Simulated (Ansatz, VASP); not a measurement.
# Ni (Ni wire of staggered 4-rings about a central row) in two plane-wave programs, part 2 of 2

Wanted: the spread between two codes on one cell, functional and k mesh. The cell is taken from a series of runs on this material, whose earlier steps may have relaxed, scaled, displaced or heated it; both programs get it as it stands.

VASP 6.6.1 and Ansatz 0.2.0.

So far: The starting structure; Ansatz: single point, r2SCAN.

### 3. VASP: single point, r2SCAN

Level of this step: r2SCAN, spin-polarised from a ferromagnetic start; plane waves and PAW (Ni) (VASP).

The same cell, functional, mesh and smearing now go to VASP, with its own data sets.

Lines of VASP's logs that name or quote its potential files are left out, and so is its time.

INCAR

```
SYSTEM = Ni
PREC = Accurate
ENCUT = 580
EDIFF = 1E-06
NELM = 200
ISMEAR = -1
SIGMA = 0.05
LREAL = .FALSE.
ALGO = Normal
METAGGA = R2SCAN
LASPH = .TRUE.
NBANDS = 72
ISPIN = 2
MAGMOM = 0.85 0.85 0.85 0.85 0.85 0.86 0.86 0.86 0.86 0.85
LMAXMIX = 4
LORBIT = 11
LWAVE = .FALSE.
LCHARG = .FALSE.
ISIF = 2
GGA_COMPAT = .FALSE.
LMIXTAU = .TRUE.
KPAR = 2
```

POSCAR

```
Ni
1.0
   10.9820000000      0.0000000000      0.0000000000
    0.0000000000     10.9820000000      0.0000000000
    0.0000000000      0.0000000000      4.3828531286
Ni
10
Direct
    0.3170957310      0.4999793600      0.0000000000
    0.4999793600      0.6828629890      0.0000000000
    0.4999793600      0.3170957310      0.0000000000
    0.6828629890      0.4999793600      0.0000000000
    0.4999793600      0.4999793600      0.2500499620
    0.3706382890      0.6293204310      0.5000000000
    0.3706382890      0.3706382890      0.5000000000
    0.6293204310      0.6293204310      0.5000000000
    0.6293204310      0.3706382890      0.5000000000
    0.4999793600      0.4999793600      0.7499500380
```

KPOINTS

```
Automatic mesh
0
Gamma
1 1 14
0 0 0
```

The projector-augmented-wave data sets are Ni (PBE family, release 64).

Run with:

```console
> mpirun -np 2 vasp_std
```

Numbers of over 12 decimals in the logs are rounded to 6 here.

Output:

```text
[banner, memory and clock lines left out]
running    2 mpi-ranks, on    1 nodes
 distrk:  each k-point on    1 cores,    2 groups
 distr:  one band on    1 cores,    1 groups

 POSCAR found type information on POSCAR Ni
 POSCAR found :  1 types and      10 ions
|                                                                             |
|               ----> ADVICE to this user running VASP <----                  |
|                                                                             |
|     You enforced a specific xc type in the INCAR file but a different       |
|     [... a line on the potential file left out ...]
|     I HOPE YOU KNOW WHAT YOU ARE DOING!                                     |
|                                                                             |

 LDA part: xc-table for (None), standard interpolation
 POSCAR, INCAR and KPOINTS ok, starting setup
 FFT: planning ... GRIDC
 FFT: planning ... GRID_SOFT
 FFT: planning ... GRID
 WAVECAR not read
 entering main loop
       N       E                     dE             d eps       ncg     rms          rms(c)
DAV:   1     0.604288947457E+03    0.60429E+03   -0.42645E+04  2304   0.138E+03
DAV:   2    -0.844149796066E+02   -0.68870E+03   -0.65225E+03  2304   0.306E+02
DAV:   3    -0.126414104578E+03   -0.41999E+02   -0.39780E+02  2536   0.109E+02
DAV:   4    -0.127177473744E+03   -0.76337E+00   -0.76042E+00  2528   0.164E+01
DAV:   5    -0.127193051934E+03   -0.15578E-01   -0.15578E-01  3480   0.149E+00    0.282E+01
DAV:   6    -0.118516692261E+03    0.86764E+01   -0.92530E+01  2448   0.903E+01    0.327E+01
DAV:   7    -0.114184214615E+03    0.43325E+01   -0.40588E+01  2504   0.101E+02    0.282E+01
DAV:   8    -0.107992685196E+03    0.61915E+01   -0.97467E+00  2888   0.438E+01    0.850E+00
DAV:   9    -0.109347806204E+03   -0.13551E+01   -0.98006E+00  2840   0.597E+01    0.276E+01
DAV:  10    -0.105897782059E+03    0.34500E+01   -0.56424E+00  2592   0.396E+01    0.649E+00
DAV:  11    -0.105692850288E+03    0.20493E+00   -0.17890E+00  2800   0.156E+01    0.365E+00
DAV:  12    -0.105339169463E+03    0.35368E+00   -0.49564E-01  2368   0.797E+00    0.133E+00
DAV:  13    -0.105047754044E+03    0.29142E+00   -0.17610E-01  2384   0.348E+00    0.144E+00
DAV:  14    -0.105032666353E+03    0.15088E-01   -0.55690E-02  2304   0.200E+00    0.850E-01
[...]
DAV:  27    -0.105047248841E+03   -0.16495E-03   -0.34258E-05  2568   0.462E-02    0.166E-02
DAV:  28    -0.105047326409E+03   -0.77568E-04   -0.25863E-05  2392   0.326E-02    0.136E-02
DAV:  29    -0.105047351327E+03   -0.24918E-04   -0.19743E-05  2360   0.294E-02    0.829E-03
DAV:  30    -0.105047359728E+03   -0.84011E-05   -0.11723E-05  2312   0.217E-02    0.688E-03
DAV:  31    -0.105047365914E+03   -0.61856E-05   -0.57899E-06  2200   0.202E-02    0.369E-03
DAV:  32    -0.105047367082E+03   -0.11683E-05   -0.31296E-06  2008   0.121E-02    0.328E-03
DAV:  33    -0.105047368927E+03   -0.18445E-05   -0.41595E-06  2072   0.131E-02    0.306E-03
DAV:  34    -0.105047369834E+03   -0.90772E-06   -0.21213E-06  1960   0.933E-03
   1 F= -.10504737E+03 E0= -.10501292E+03  d E =-.689073E-01  mag=     7.4276
```

Parts of OUTCAR (step 3):

```text
ion  position               nearest neighbor table
   1  0.317  0.500  0.000-   5 2.29  10 2.29   7 2.68   6 2.68   6 2.68   7 2.68   3 2.84   2 2.84

  LATTYP: Found a simple tetragonal cell.
 ALAT       =    10.9820000000
 C/A-ratio  =     0.3990942568

 Subroutine GETGRP returns: Found 16 space group operations
 (whereof  4 operations were pure point group operations)

The static configuration has the point symmetry C_2v.
 The point group associated with its full space group is D_4h.

 Found      8 irreducible k-points:

   k-points           NKPTS =      8   k-points in BZ     NKDIM =      8   number of bands    NBANDS=     72

   dimension x,y,z NGX =    90 NGY =   90 NGZ =   36
   dimension x,y,z NGXF=   180 NGYF=  180 NGZF=   72

   ENCUT  =  580.0 eV  42.63 Ry    6.53 a.u.  21.57 21.57  8.61*2*pi/ulx,y,z

   NELECT =     100.0000    total number of electrons

 k-points in reciprocal lattice and weights: Automatic mesh
   0.00000000  0.00000000  0.00000000       0.071
   0.00000000  0.00000000  0.07142857       0.143
   0.00000000  0.00000000  0.14285714       0.143
   0.00000000  0.00000000  0.21428571       0.143
   0.00000000  0.00000000  0.28571429       0.143
   0.00000000  0.00000000  0.35714286       0.143
   0.00000000  0.00000000  0.42857143       0.143
   0.00000000  0.00000000  0.50000000       0.071

 average (electrostatic) potential at core
       1 -97.3683       2 -97.3682       3 -97.3682       4 -97.3682       5 -98.4346
       6 -97.3668       7 -97.3668       8 -97.3669       9 -97.3669      10 -98.4346

 E-fermi :  -1.0892

 spin component 1
 k-point     1 :       0.0000    0.0000    0.0000
  band No.  band energies     occupation
    ...
     49      -2.2327      1.00000
     50      -2.0996      1.00000
     51      -2.0974      1.00000
     52      -2.0248      1.00000
     53      -1.9362      1.00000
     54      -0.8564      0.00942
     55      -0.7871      0.00237
     56      -0.7143      0.00055
     57       1.5087      0.00000
     58       1.5515      0.00000
    ...

 k-point     2 :       0.0000    0.0000    0.0714
  band No.  band energies     occupation
    ...
     49      -2.2216      1.00000
     50      -2.1078      1.00000
     51      -2.1055      1.00000
     52      -2.0493      1.00000
     53      -1.9688      1.00000
     54      -0.8185      0.00443
     55      -0.7495      0.00112
     56      -0.6693      0.00023
     57       0.6499      0.00000
     58       1.6009      0.00000
    ...

 k-point     3 :       0.0000    0.0000    0.1429
  band No.  band energies     occupation
    ...
     49      -2.2044      1.00000
     50      -2.1299      1.00000
     51      -2.1273      1.00000
     52      -2.1204      1.00000
     53      -2.0626      1.00000
     54      -0.7029      0.00044
     55      -0.6346      0.00011
     56      -0.5358      0.00002
     57      -0.2596      0.00000
     58       1.7428      0.00000
    ...

 k-point     4 :       0.0000    0.0000    0.2143
  band No.  band energies     occupation
    ...
     49      -2.2068      1.00000
     50      -2.1956      1.00000
     51      -2.1956      1.00000
     52      -2.1593      1.00000
     53      -2.1566      1.00000
     54      -1.0582      0.34997
     55      -0.5053      0.00001
     56      -0.4379      0.00000
     57      -0.3185      0.00000
     58       1.1981      0.00000
    ...

 k-point     5 :       0.0000    0.0000    0.2857
  band No.  band energies     occupation
    ...
     50      -2.1984      1.00000
     51      -2.1984      1.00000
     52      -2.1870      1.00000
     53      -2.1849      1.00000
     54      -1.7012      1.00000
     55      -0.2212      0.00000
     56      -0.1548      0.00000
     57      -0.0257      0.00000
     58       0.4014      0.00000
     59       0.4014      0.00000
    ...

 k-point     6 :       0.0000    0.0000    0.3571
  band No.  band energies     occupation
    ...
     50      -2.2057      1.00000
     51      -2.2047      1.00000
     52      -2.1727      1.00000
     53      -2.1727      1.00000
     54      -2.1400      1.00000
     55      -0.3240      0.00000
     56      -0.3240      0.00000
     57       0.1503      0.00000
     58       0.2154      0.00000
     59       0.3331      0.00000
    ...

  Total       -2.1445443     -2.1445443     -3.8031406      0.0000000     -0.0000000      0.0000000
  in kB       -6.5001863     -6.5001863    -11.5274478      0.0000000     -0.0000000      0.0000000
  external PRESSURE =      -8.1759401 kB  Pullay stress =       0.0000000 kB

  energy-cutoff  :      580.00
  volume of cell :      528.59
      direct lattice vectors                 reciprocal lattice vectors
    10.982000000  0.000000000  0.000000000     0.091058095  0.000000000  0.000000000
     0.000000000 10.982000000  0.000000000     0.000000000  0.091058095  0.000000000
     0.000000000  0.000000000  4.382853129     0.000000000  0.000000000  0.228161878

 POSITION                                       TOTAL-FORCE (eV/Angst)
 -----------------------------------------------------------------------------------
      3.48235      5.49077      0.00000         0.278614     -0.000000      0.000000
      5.49077      7.49920      0.00000         0.000000     -0.278614      0.000000
      5.49077      3.48235      0.00000        -0.000000      0.278614      0.000000
      7.49920      5.49077      0.00000        -0.278614     -0.000000      0.000000
      5.49077      5.49077      1.09593         0.000000     -0.000000     -0.010121
      4.07035      6.91120      2.19143         0.194174     -0.194174     -0.000000
      4.07035      4.07035      2.19143         0.194174      0.194174      0.000000
      6.91120      6.91120      2.19143        -0.194174     -0.194174      0.000000
      6.91120      4.07035      2.19143        -0.194174      0.194174     -0.000000
      5.49077      5.49077      3.28692        -0.000000     -0.000000      0.010121
 -----------------------------------------------------------------------------------
    total drift:                                0.000221      0.000221     -0.000001

  FREE ENERGIE OF THE ION-ELECTRON SYSTEM (eV)
  ---------------------------------------------------
  free  energy   TOTEN  =      -105.0473698344 eV

  energy  without entropy=     -104.9784625029  energy(sigma->0) =     -105.01291617

 total charge
# of ion       s       p       d       tot
------------------------------------------
    1        0.451   0.269   8.359   9.080
    2        0.451   0.269   8.359   9.080
    3        0.451   0.269   8.359   9.080
    4        0.451   0.269   8.359   9.080
    5        0.633   0.735   8.402   9.770
    6        0.451   0.269   8.360   9.080
    7        0.451   0.269   8.360   9.080
    8        0.451   0.269   8.360   9.080
    9        0.451   0.269   8.360   9.080
   10        0.633   0.735   8.402   9.770
--------------------------------------------------
tot          4.874   3.624  83.679  92.177

 magnetization (x)
# of ion       s       p       d       tot
------------------------------------------
    1       -0.016  -0.031   0.853   0.806
    2       -0.016  -0.031   0.853   0.806
    3       -0.016  -0.031   0.853   0.806
    4       -0.016  -0.031   0.853   0.806
    5       -0.025  -0.063   0.827   0.740
    6       -0.016  -0.031   0.854   0.807
    7       -0.016  -0.031   0.854   0.807
    8       -0.016  -0.031   0.854   0.807
    9       -0.016  -0.031   0.854   0.807
   10       -0.025  -0.063   0.827   0.740
--------------------------------------------------
tot         -0.178  -0.374   8.481   7.929

[... 6 further parts left out ...]
```

SCAN-type functionals tend to overstate the moments of itinerant magnets.

### 4. Comparison

Known differences besides the potentials themselves: VASP starts from the moments at which Ansatz ended; VASP keeps PBE cores, Ansatz makes them for the functional; the data sets hold 180 valence electrons in Ansatz (on its default PAW (the set named soft_2) files) and 100 in VASP; the cutoff is 500 eV in Ansatz and 580 eV in VASP; site moments are counted in spheres of each program's own size. Total energies have different zeros and are not compared.

Both answers:

| quantity | Ansatz | VASP | difference |
| --- | --- | --- | --- |
| total moment (μB) | 7.52 | 7.43 | +0.09 |
| moment on Ni7 (μB) | 0.85 | 0.81 | +0.05 |
| moment on Ni8 (μB) | 0.85 | 0.81 | +0.05 |
| moment on Ni6 (μB) | 0.85 | 0.81 | +0.05 |
| moment on Ni9 (μB) | 0.85 | 0.81 | +0.05 |
| moment on Ni4 (μB) | 0.85 | 0.81 | +0.05 |
| moment on Ni3 (μB) | 0.85 | 0.81 | +0.05 |
| moment on Ni2 (μB) | 0.85 | 0.81 | +0.05 |
| moment on Ni1 (μB) | 0.85 | 0.81 | +0.05 |

### 5. Outcome

| Item | Value |
| --- | --- |
| difference in total moment (single point, r2SCAN) | 0.093 μB |

The difference in total moment is 0.093 μB (single point, r2SCAN). The data sets hold unlike numbers of valence electrons (180 in Ansatz and 100 in VASP), so part of the differences comes from the potentials. Such differences can come from data sets, numerical settings and the points named under the comparisons, not from the functional's error against experiment.

[Lines on the potential files, build, host, timing and source positions are cut from VASP's logs without a mark.]

[Logs are printed without paths, hosts, clocks, repeated set-up lines and the standing remarks that a program may print on its own settings, such as how far it seeks lower states.]

[Hosts, paths, dates, database ids (printed as entryN), source tags and the programs' standing remarks are cut or masked in the printed files.]
